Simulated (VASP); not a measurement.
Here is a VASP 6.6.1 calculation.

The input INCAR:

```
ALGO = Normal
EDIFF = 1E-6
ENCUT = 520
GGA = PE
ICORELEVEL = 1
ISIF = 2
ISMEAR = 1
LASPH = T
LCHARG = F
LREAL = F
LWAVE = F
NELM = 80
PREC = Accurate
SIGMA = 0.1
```

The input KPOINTS:

```
k-points
0
Gamma
  12 12 34
```

Contents of POSCAR:

```
Mo
1.0
    3.1617840000      0.0000000000      0.0000000000
    0.0000000000      3.1617840000      0.0000000000
    1.5808920000     -1.5808920000      1.5808920000
Mo
1
Direct
    0.0000000000      0.0000000000      0.0000000000
```

Potentials or basis: VASP PAW PBE potentials, release 64 (Mo_sv).

Launch:

```sh
$ cat potpaw_PBE.64/Mo_sv/POTCAR > POTCAR
$ mpirun -np 1 vasp_std > vasp.out
```

(1) What does it give for the pressure?

(2) Predict the band gap on the k mesh.

Answers

(1) 0.3 GPa.

(2) none (metal or under the smearing width).
